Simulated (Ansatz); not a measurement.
# I under compression and expansion

```
I
1.0
     0.00000    2.60059    2.60059
     2.60059    0.00000    2.60059
     2.60059    2.60059    0.00000
I
1
Cartesian
  0.0000 0.0000 0.0000
```

The cell was built from the fcc type and relaxed in the same program, and has space group Fm-3m; it needn't be a known or the stable phase.

Spin–orbit coupling is left out, though it moves levels of the heavy atoms by tenths of an eV or more.

Methods: DFT, PBE, all-electron LAPW, scalar-relativistic (Ansatz 0.2.0); DFT, PBE, PAW with Ansatz's default frozen-core files, scalar-relativistic (Ansatz 0.2.0).

For LAPW: a Γ-centred 14×14×14 k mesh, Fermi–Dirac smearing of 0.08 eV, basis error target 1 meV/atom, no spin polarisation. PAW takes a cutoff of 420 eV at this cell. The Ansatz runs share mesh, smearing and spin set-up. Plane-wave (PAW) pressures include the program's estimate of the Pulay term.

The cell above is scaled evenly, with fractional coordinates and shape held.

| V/V(cell) | V (Å³/atom) | P, LAPW (GPa) | P, PAW (GPa) |
| --- | --- | --- | --- |
| 0.9405 | 33.083 | 1.70 | 1.69 |
| 0.9700 | 34.121 | 0.79 | 0.78 |
| 1.0000 | 35.176 | 0.03 | 0.02 |
| 1.0300 | 36.231 | -0.60 | -0.60 |
| 1.0600 | 37.287 | -1.11 | -1.11 |

(1) What do Birch–Murnaghan fits to the pressures give?

Answers

(1) LAPW: V0 = 35.22 Å³/atom, B0 = 23 GPa, B0′ = 5.6; PAW: V0 = 35.21 Å³/atom, B0 = 23 GPa, B0′ = 5.6.
